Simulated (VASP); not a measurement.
# CaF in VASP: notebook

One sheet, CaF, is run at these levels: PBE, PBE+D3(BJ); tasks: relaxation of the atoms.

Everything below comes from runs of VASP 6.6.1. Logs are shortened: lines on timing, memory, paths and dates and some standing lists are left out, and cuts for length are marked.

## (1) The sheet as given

The cell holds a sheet with vacuum, 2 atoms: a = 3.725 Å, b = 3.725 Å, c = 25.528 Å, α = 90.00°, β = 90.00°, γ = 120.00°.

The cell was built by a generator and needn't be a form met in nature.

## (2) Relaxation of the atoms, PBE

Input file INCAR:

```
ALGO = Normal
DIPOL = 0.5 0.5 0.294
EDIFF = 1E-7
EDIFFG = -0.01
ENCUT = 520
GGA = PE
IBRION = 2
IDIPOL = 3
ISIF = 2
ISMEAR = 0
LASPH = True
LCHARG = False
LDIPOL = True
LREAL = False
LWAVE = False
NELM = 100
NSW = 60
PREC = Accurate
SIGMA = 0.05
```

Input file KPOINTS:

```
k-points
0
Gamma
  8 8 1
```

Input file POSCAR:

```
CaF
1.0
    3.7249700000      0.0000000000      0.0000000000
   -1.8624800000      3.2259200000      0.0000000000
    0.0000000000      0.0000000000     25.5276600000
Ca F
1 1
Selective dynamics
Direct
    0.6666700000      0.3333300000      0.3107600000  F F F
    0.0000000000      0.0000000000      0.2768400000  T T T
```

Potentials or basis: VASP PAW PBE potentials, release 64 (Ca_sv, F).

Launch:

```
$ cat potpaw_PBE.64/Ca_sv/POTCAR potpaw_PBE.64/F/POTCAR > POTCAR
$ mpirun -np 1 vasp_std > vasp.out
```

OUTCAR:

```text
EDIFF = 1E-7
   EDIFFG = -0.01
   ENCUT = 520
   GGA = PE
   IBRION = 2
   ISIF = 2
   ISMEAR = 0
   LASPH = True
   LREAL = False
   NELM = 100
   NSW = 60
   PREC = Accurate

 ion  position               nearest neighbor table
   1  0.667  0.333  0.311-   2 2.32   2 2.32   2 2.32
   2  0.000  0.000  0.277-   1 2.32   1 2.32   1 2.32

  LATTYP: Found a hexagonal cell.
 ALAT       =     3.7249700000
 C/A-ratio  =     6.8531182801

  Lattice vectors:

 A1 = (   3.7249700000,   0.0000000000,   0.0000000000)
 A2 = (  -1.8624800000,   3.2259200000,   0.0000000000)
 A3 = (   0.0000000000,   0.0000000000,  25.5276600000)

Analysis of symmetry for initial positions (statically):
=====================================================================
 Subroutine PRICEL returns:
 Original cell was already a primitive cell.

 Routine SETGRP: Setting up the symmetry group for a
 hexagonal supercell.

 Subroutine GETGRP returns: Found  2 space group operations
 (whereof  2 operations were pure point group operations)
 out of a pool of 24 trial point group operations.

The static configuration has the point symmetry C_1h.

Analysis of symmetry for dynamics (positions and initial velocities):
=====================================================================
 Subroutine PRICEL returns:
 Original cell was already a primitive cell.

 Routine SETGRP: Setting up the symmetry group for a
 hexagonal supercell.

 Subroutine GETGRP returns: Found  2 space group operations
 (whereof  2 operations were pure point group operations)
 out of a pool of 24 trial point group operations.

The dynamic configuration has the point symmetry C_1h.

Analysis of constrained symmetry for selective dynamics:
=====================================================================
 Subroutine PRICEL returns:
 Original cell was already a primitive cell.

 Routine SETGRP: Setting up the symmetry group for a
 hexagonal supercell.

 Subroutine GETGRP returns: Found  2 space group operations
 (whereof  2 operations were pure point group operations)
 out of a pool of 24 trial point group operations.

The constrained configuration has the point symmetry C_1h.

 Subroutine INISYM returns: Found  2 space group operations
 (whereof  2 operations are pure point group operations),
 and found     1 'primitive' translations

----------------------------------------------------------------------------------------

                                     Primitive cell

  volume of cell :     306.7520

  direct lattice vectors                    reciprocal lattice vectors
     3.724970000  0.000000000  0.000000000     0.268458538  0.154994128  0.000000000
    -1.862480000  3.225920000  0.000000000     0.000000000  0.309989088  0.000000000
     0.000000000  0.000000000 25.527660000     0.000000000  0.000000000  0.039173195

  length of vectors
     3.724970000  3.724968671 25.527660000     0.309988978  0.309989088  0.039173195

  position of ions in fractional coordinates (direct lattice)
     0.666670000  0.333330000  0.310760000
     0.000000000  0.000000000  0.276840000

  ion indices of the primitive-cell ions
   primitive index   ion index
                 1           1
                 2           2

----------------------------------------------------------------------------------------

 KPOINTS: k-points

Automatic generation of k-mesh.
 Grid dimensions read from file:
 generate k-points for:    8    8    1

 Generating k-lattice:

  Cartesian coordinates                     Fractional coordinates (reciprocal lattice)
     0.033557317  0.019374266  0.000000000     0.125000000  0.000000000  0.000000000
     0.000000000  0.038748636  0.000000000     0.000000000  0.125000000  0.000000000
     0.000000000  0.000000000  0.039173195     0.000000000  0.000000000  1.000000000

  Length of vectors
     0.038748622  0.038748636  0.039173195

  Shift w.r.t. Gamma in fractional coordinates (k-lattice)
     0.000000000  0.000000000  0.000000000

 Subroutine IBZKPT returns following result:
 ===========================================

 Found     21 irreducible k-points:

 Following reciprocal coordinates:
            Coordinates               Weight
  0.000000  0.000000  0.000000      1.000000
  0.125000  0.000000  0.000000      4.000000
 -0.125000  0.125000  0.000000      2.000000
  0.250000  0.000000  0.000000      4.000000
 -0.250000  0.250000  0.000000      2.000000
  0.375000  0.000000  0.000000      4.000000
[... 13 lines left out ...]
  0.375000  0.250000  0.000000      4.000000
  0.375000  0.375000  0.000000      2.000000
   k-points           NKPTS =     21   k-points in BZ     NKDIM =     21   number of bands    NBANDS=     12
   number of dos      NEDOS =    301   number of ions     NIONS =      2
   total plane-waves  NPLWV = 150528
   dimension x,y,z NGX =    28 NGY =   28 NGZ =  192
   dimension x,y,z NGXF=    56 NGYF=   56 NGZF=  384
   ions per type =               1   1
   NGX,Y,Z   is equivalent  to a cutoff of  12.50, 12.50, 12.50 a.u.
   NGXF,Y,Z  is equivalent  to a cutoff of  24.99, 24.99, 25.01 a.u.
 SYSTEM =  unknown system
   PREC   = accura    normal or accurate (medium, high low for compatibility)
   ISTART =      0    job   : 0-new  1-cont  2-samecut
   ICHARG =      2    charge: 1-file 2-atom 10-const
   ISPIN  =      1    spin polarized calculation?
   LNONCOLLINEAR =      F non collinear calculations
   LSORBIT =      F    spin-orbit coupling
   LASPH  =      T    aspherical Exc in radial PAW
   ENCUT  =  520.0 eV  38.22 Ry    6.18 a.u.   6.93  6.93 47.46*2*pi/ulx,y,z
   NELM   =    100;   NELMIN=  2; NELMDL= -5     # of ELM steps
   EDIFF  = 0.1E-06   stopping-criterion for ELM
   LREAL  =      F    real-space projection
   EDIFFG = -.1E-01   stopping-criterion for IOM
   NSW    =     60    number of steps for IOM
   IBRION =      2    ionic relax: 0-MD 1-quasi-New 2-CG
   NFREE  =      1    steps in history (QN), initial steepest desc. (CG)
   ISIF   =      2    stress and relaxation
   ISYM   =      2    0-nonsym 1-usesym 2-fastsym
   POTIM  = 0.5000    time-step for ionic-motion
   TEBEG  =    0.0;   TEEND  =   0.0 temperature during run
   PSTRESS=    0.0 pullay stress
   NELECT =      17.0000    total number of electrons
   NUPDOWN=      -1.0000    fix difference up-down
   EMIN   =  10.00;   EMAX   =-10.00  energy-range for DOS
   EFERMI =   0.00;   METHOD = LEGACY
   ISMEAR =     0;   SIGMA  =   0.05  broadening in eV -4-tet -1-fermi 0-gaus
   EFERMI_NEDOS =   21; number of points for ismear=-14 and -15
   IALGO  =     38    algorithm
   IMIX   =      4    mixing-type and parameters
     AMIX     =   0.40;   BMIX     =  1.00
     AMIX_MAG =   1.60;   BMIX_MAG =  1.00
  volume/ion in A,a.u.               =     153.38      1035.03
  Fermi-wavevector in a.u.,A,eV,Ry     =   0.624159  1.179490  5.300485  0.389575
  Thomas-Fermi vector in A             =   1.684619
   LORBIT       =      0    0 simple, 1 ext, 2 COOP (PROOUT), +10 PAW based schemes
   GGA     = PE    functional components
   LHFCALC =     F    Hartree Fock is set to
   AEXX    =    0.0000 exact exchange contribution
   IVDW    =     0    specifies the selected vdW correction
   LEPSILON=     F    determine dielectric tensor
   LRPA    =     F    only Hartree local field effects (RPA)
 conjugate gradient relaxation of ions
 non-spin polarized calculation
 Gauss-broadening in eV      SIGMA  =   0.05
  energy-cutoff  :      520.00
  volume of cell :      306.75
 maximum number of plane-waves:      8291
   NGX = 13   NGY = 13   NGZ = 95

 dipolmoment           0.000000      0.000000     -0.012660 electrons x Angstroem

--------------------------------------- Ionic step        1  -------------------------------------------

 number of electron      17.0000005 magnetization

 Free energy of the ion-electron system (eV)
  ---------------------------------------------------
  ext. energy  EPLUGINS =         0.00000000
  ---------------------------------------------------
  free energy    TOTEN  =        -8.63500997 eV

  energy without entropy =       -8.63335367  energy(sigma->0) =       -8.63418182

------------------------ aborting loop because EDIFF is reached ----------------------------------------

  FORCE on cell =-STRESS in cart. coord.  units (eV):
  Direction    XX          YY          ZZ          XY          YZ          ZX
  --------------------------------------------------------------------------------------
  -------------------------------------------------------------------------------------
  Total        0.0471010      0.0470274     -0.0181031     -0.0000637      0.0000147     -0.0000255
  in kB        0.2460101      0.2456257     -0.0945533     -0.0003327      0.0000769     -0.0001331
  external PRESSURE =       0.1323608 kB  Pullay stress =       0.0000000 kB
[... 93 lines left out ...]
  energy  without entropy=       -8.6335034462  energy(sigma->0) =       -8.63433159

--------------------------------------- Ionic step        4  -------------------------------------------

 number of electron      16.9999998 magnetization

 dipolmoment           0.000000      0.000000      0.097478 electrons x Angstroem

 Free energy of the ion-electron system (eV)
  ---------------------------------------------------
  ext. energy  EPLUGINS =         0.00000000
  ---------------------------------------------------
  free energy    TOTEN  =        -8.63518456 eV

  energy without entropy =       -8.63352826  energy(sigma->0) =       -8.63435641

 E-fermi :  -2.0452     XC(G=0):  -1.7731

 val. band max:       -2.2461652929   @ k =   0.2500   0.1250   0.0000
 cond. band min:      -2.0110099166   @ k =  -0.3750   0.3750   0.0000
 fundamental gap:      0.2351553763
 Fermi energy:        -2.0452109153

 k-point     1 :       0.0000    0.0000    0.0000
  band No.  band energies     occupation
      1     -44.9770      2.00000
      2     -27.8843      2.00000
      3     -25.8688      2.00000
      4     -25.8688      2.00000
      5     -25.8046      2.00000
      6      -9.4665      2.00000
      7      -9.4665      2.00000
      8      -9.3378      2.00000
      9      -3.6661      2.00000
     10      -1.0201      0.00000
     11      -0.4259      0.00000
     12       0.4233      0.00000
[... 286 lines left out ...]
 k-point    21 :       0.3750    0.3750    0.0000
  band No.  band energies     occupation
      1     -44.9505      2.00000
      2     -28.1471      2.00000
      3     -25.9974      2.00000
      4     -25.9775      2.00000
      5     -25.4765      2.00000
      6      -9.5705      2.00000
      7      -9.4355      2.00000
      8      -9.0693      2.00000
      9      -1.7356      0.00000
     10      -0.7266      0.00000
     11      -0.0218      0.00000
     12       0.1680      0.00000

------------------------ aborting loop because EDIFF is reached ----------------------------------------

 vacuum level on the upper side and lower side of the slab       (xc-potential included)         0.698        -0.793

  FORCE on cell =-STRESS in cart. coord.  units (eV):
  Direction    XX          YY          ZZ          XY          YZ          ZX
  --------------------------------------------------------------------------------------
  -------------------------------------------------------------------------------------
  Total       -0.0286961     -0.0287452     -0.0551070     -0.0000426      0.0000053     -0.0000092
  in kB       -0.1498807     -0.1501373     -0.2878262     -0.0002224      0.0000277     -0.0000480
  external PRESSURE =      -0.1959481 kB  Pullay stress =       0.0000000 kB

 VOLUME and BASIS-vectors are now :
 -----------------------------------------------------------------------------
  energy-cutoff  :      520.00
  volume of cell :      306.75
      direct lattice vectors                 reciprocal lattice vectors
     3.724970000  0.000000000  0.000000000     0.268458538  0.154994128  0.000000000
    -1.862480000  3.225920000  0.000000000     0.000000000  0.309989088  0.000000000
     0.000000000  0.000000000 25.527660000     0.000000000  0.000000000  0.039173195
[... 8 lines left out ...]
  FREE ENERGIE OF THE ION-ELECTRON SYSTEM (eV)
  ---------------------------------------------------
  free  energy   TOTEN  =        -8.6351845553 eV

  energy  without entropy=       -8.6335282613  energy(sigma->0) =       -8.63435641

 reached required accuracy - stopping structural energy minimisation

 vacuum level on the upper side and lower side of the slab         1.712         0.220
```

It took 3.2 min on 1 thread of Intel Xeon Platinum 8559C (Emerald Rapids), shared host; peak memory 0.46 GiB.

Results:

| Quantity | Value |
| --- | --- |
| Free energy | -8.6352 eV |
| Energy gained by relaxing | 0.1 meV/atom |
| Ionic steps | 4 |
| Band gap on the k mesh | none (metal or under the smearing width) |

Step by step:
```csv
step,energy change (eV),largest force (eV/Å),pressure (GPa)
1,0.0000,0.0329,0.01
2,0.0000,0.0282,0.01
3,-0.0001,0.0161,0.00
4,-0.0002,0.0093,-0.02
```

Final structure:
```xyz
2
Lattice="3.7250 0.0000 0.0000 -1.8625 3.2259 0.0000 0.0000 0.0000 25.5277" Properties=species:S:1:pos:R:3 pbc="T T T"
Ca    1.8625    1.0753    7.9330
F    -1.8625    3.2259    7.0512
```

Caveat: an odd number of electrons without spin polarisation forces a metal; a magnetic or distorted state may lie lower.

(Continued in part 2 of 2.)
